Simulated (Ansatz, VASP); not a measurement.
V3Si in VASP and in Ansatz

INCAR

```
ALGO = Normal ; EDIFF = 1E-7
ENCUT = 520 ; GGA = PE
ISIF = 2 ; ISMEAR = -1
LASPH = T ; LCHARG = T
LELF = T ; LREAL = F
LVHAR = T ; LWAVE = F
NBANDS = 53 ; NELM = 100
PREC = Accurate ; SIGMA = 0.05
```

KPOINTS

```
k-points
0
Gamma
  5 5 5
```

File POSCAR:

```
V3Si
1.0
    4.7380000000      0.0000000000      0.0000000000
    0.0000000000      4.7380000000      0.0000000000
    0.0000000000      0.0000000000      4.7380000000
Si V
2 6
Direct
    0.0000000000      0.0000000000      0.0000000000
    0.5000000000      0.5000000000      0.5000000000
    0.2500000000      0.0000000000      0.5000000000
    0.5000000000      0.7500000000      0.0000000000
    0.7500000000      0.0000000000      0.5000000000
    0.5000000000      0.2500000000      0.0000000000
    0.0000000000      0.5000000000      0.7500000000
    0.0000000000      0.5000000000      0.2500000000
```

Input for Ansatz:

```yaml
crystal:
  lattice:
    - [4.738, 0.0, 0.0]
    - [0.0, 4.738, 0.0]
    - [0.0, 0.0, 4.738]
  atoms:
    - { symbol: Si, position: [0.0, 0.0, 0.0] }
    - { symbol: Si, position: [0.5, 0.5, 0.5] }
    - { symbol: V, position: [0.25, 0.0, 0.5] }
    - { symbol: V, position: [0.5, 0.75, 0.0] }
    - { symbol: V, position: [0.75, 0.0, 0.5] }
    - { symbol: V, position: [0.5, 0.25, 0.0] }
    - { symbol: V, position: [0.0, 0.5, 0.75] }
    - { symbol: V, position: [0.0, 0.5, 0.25] }
hamiltonian:
  xc: pbe
  pseudopotentials: { kind: paw }
basis:
  ecutwfc: 420
kpoints:
  mp_grid: { grid: [5, 5, 5] }
scf:
  occupations: { method: fermi_dirac, width: 0.05 }
  lower_state_search: "off"
output:
  forces: true
  stress: true
  write_density: true
  write_potential: true
  elf: true
  volumetric_format: npy
```

Alike in both runs: task single point; functional PBE; k mesh 5 × 5 × 5; occupations fermi-dirac, width 0.05 eV; no spin polarisation.

|  | VASP | Ansatz |
| --- | --- | --- |
| version | VASP 6.6.1 | Ansatz 0.2.0 |
| potentials or method | VASP PAW PBE potentials, release 64 (Si, V_sv) | PAW, plane waves, scalar-relativistic |
| plane-wave cutoff (eV) | 520 | 420 |
| valence electrons in the cell | 86 | 86 |

VASP gave:

* pressure (GPa): -4.0

What did Ansatz give for the same quantities?

Pressure (GPa): -4.2.

The functional is the same, so the differences come from potentials, cutoffs and numerics.
